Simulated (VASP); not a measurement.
Write the native input for VASP 6.6.1 that does the following.

```
Task                   : work function
Functional             : PBEsol
Potentials or basis    : VASP PAW PBE potentials, release 64 (Mo_sv)
Cutoff                 : 520 eV
k mesh                 : 11 × 11 × 1
Occupations            : methfessel-paxton, width 0.1 eV
Spin                   : no spin polarisation
Dipole correction      : yes
Further INCAR settings : ALGO = Fast; EDIFF = 1e-06
```

The structure of Mo lies in POSCAR:

```
Mo                                      
1.0
    3.0953599700      0.0000000000      0.0000000000
    0.0000000000      3.0953599700      0.0000000000
    0.0000000000      0.0000000000     25.5093316900
  Mo            
     4
Direct
     1.0000000000000000    0.0000000000000000    0.4129915617418670
     0.5000000000000000    0.5000000000000000    0.4669305930815299
     0.0000000000000000    0.0000000000000000    0.5330654869184653
     0.5000000000000000    0.5000000000000000    0.5870084382581330
```

The cell was built by a generator and needn't be a form met in nature.

The input as run:

INCAR

```
  ALGO = Fast
  DIPOL = 0.5 0.5 0.500
  EDIFF = 1E-6
  ENCUT = 520
  GGA = PS
  IDIPOL = 3
  ISIF = 2
  ISMEAR = 1
  KPAR = 2
  LASPH = T
  LCHARG = T
  LDIPOL = T
  LREAL = F
  LVACPOTAV = T
  LVHAR = T
  LWAVE = F
  NELM = 60
  PREC = Accurate
  SIGMA = 0.1
```

KPOINTS

```
k-points
0
Gamma
  11 11 1
```

Potentials or basis: VASP PAW PBE potentials, release 64 (Mo_sv).

Command:

```bash
$ cat potpaw_PBE.64/Mo_sv/POTCAR > POTCAR
$ mpirun -np 2 vasp_std > vasp.out
```

Results of the run:

```json
{
 "Band gap on the k mesh": "none (metal or under the smearing width)",
 "Work function of the upper face": "3.95 eV",
 "Work function of the lower face": "3.93 eV"
}
```

Run time: 72 s on 2 MPI ranks on Intel(R) Xeon(R) 6975P-C (Granite Rapids), with other jobs on the host, peak memory 0.38 GiB a rank.
